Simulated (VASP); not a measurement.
Here is a VASP 6.6.1 calculation.

Contents of INCAR:

```
SYSTEM = Se
  ALGO = Normal
  EDIFF = 1E-7
  EDIFFG = -0.15
  ENCUT = 520
  GGA = PS
  IBRION = 2
  ISIF = 3
  ISMEAR = 0
  LASPH = .True.
  LCHARG = .False.
  LREAL = .False.
  LWAVE = .False.
  NELM = 100
  NSW = 80
  PREC = Accurate
  PSTRESS = 750.0
  SIGMA = 0.1
```

The input KPOINTS:

```
k-points
0
Gamma
  21 21 21
  0 0 0
```

Contents of POSCAR:

```
Se                                      
1.0
    1.9710066214      1.1379612227      0.9993466423
   -1.9710066214      1.1379612227      0.9993466423
   -0.0000000000     -2.2759224453      0.9993466423
  Se            
     1
Direct
     1.0000000000000000    1.0000000000000000    0.0000000000000000
```

Potentials or basis: VASP PAW PBE potentials, release 64 (Se).

Command:

```sh
$ cat potpaw_PBE.64/Se/POTCAR > POTCAR
$ mpirun -np 1 vasp_std > vasp.out
```

(1) What does it give for the band gap on the k mesh?

Answers

(1) none (metal or under the smearing width).

Caveat: the relaxation stopped at its first step, so nothing moved.
